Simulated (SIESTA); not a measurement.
The system is RuS2 (Laurite).

```xyz
12
Lattice="5.6106 0.0000 0.0000 0.0000 5.6106 0.0000 0.0000 0.0000 5.6106" Properties=species:S:1:pos:R:3 pbc="T T T"
Ru    0.0000    2.8053    2.8053
Ru    2.8053    2.8053    0.0000
Ru    2.8053    0.0000    2.8053
Ru    0.0000    0.0000    0.0000
S     2.1787    0.6266    4.9840
S     0.6266    4.9840    2.1787
S     4.9840    2.1787    0.6266
S     3.4319    3.4319    3.4319
S     3.4319    4.9840    0.6266
S     4.9840    0.6266    3.4319
S     0.6266    3.4319    4.9840
S     2.1787    2.1787    2.1787
```

Base run:

```yaml
Program: SIESTA 5.4.2
Functional: PBE
Potentials_or_basis: PseudoDojo 0.4 standard (PBE files)
Basis: DZP (energy shift 0.003 Ry; two zetas on semicore shells)
Grid_cutoff: 800 Ry
Energy_shift: 0.003 Ry
k_mesh: 5 × 5 × 5
Occupations: fermi-dirac, width 0.05 eV
Spin: no spin polarisation
```

Its results: band gap on the k mesh 0.87 eV, indirect (least direct gap 1.05 eV); pressure 6.5 GPa; largest force 0.285 eV/Å.

Task: The run is repeated on the same cell with these changes: functional from PBE to PBEsol; potentials or basis from PseudoDojo 0.4 standard (PBE files) to PseudoDojo 0.4 standard (PBEsol files). What comes out?

Result: Band gap on the k mesh 0.83 eV, indirect (least direct gap 1.01 eV); pressure -0.3 GPa; largest force 0.367 eV/Å.

Caveats: the basis of atomic orbitals isn't converged, which shifts pressures, moduli and gaps.
